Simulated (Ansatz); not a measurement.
# ScAl: what relativity and spin–orbit coupling change

```yaml
crystal:
  lattice:
    - [3.37035, 0.00000, 0.00000]
    - [0.00000, 3.37035, 0.00000]
    - [0.00000, 0.00000, 3.37035]
  atoms:
    - { symbol: Sc, position: [0.50000, 0.50000, 0.50000] }
    - { symbol: Al, position: [0.00000, 0.00000, 0.00000] }
```

Atoms are numbered in the order listed.

The cell is the one relaxed in the Materials Project (mp-331), not relaxed further here; entries there can be hypothetical.

One fixed cell is solved with LDA by all-electron LAPW in Ansatz 0.2.0 under different relativistic treatments. Pressure is positive in compression.

The runs use a Γ-centred 10×10×10 k mesh, Fermi–Dirac smearing of 0.05 eV, basis error target 0.25 meV/atom, no spin polarisation.

```tsv
setting	P (GPa)	lowest level at Γ above −25 eV, from the valence-band top or, without a gap, the Fermi level (eV)
scalar-relativistic	-4.40	-8.42
non-relativistic	-4.35	?
with spin–orbit coupling	-4.40	-8.42
```

Problem. What belongs in the row "non-relativistic", column "lowest level at Γ above −25 eV, from the valence-band top or, without a gap, the Fermi level (eV)"?

Solution. -8.35.
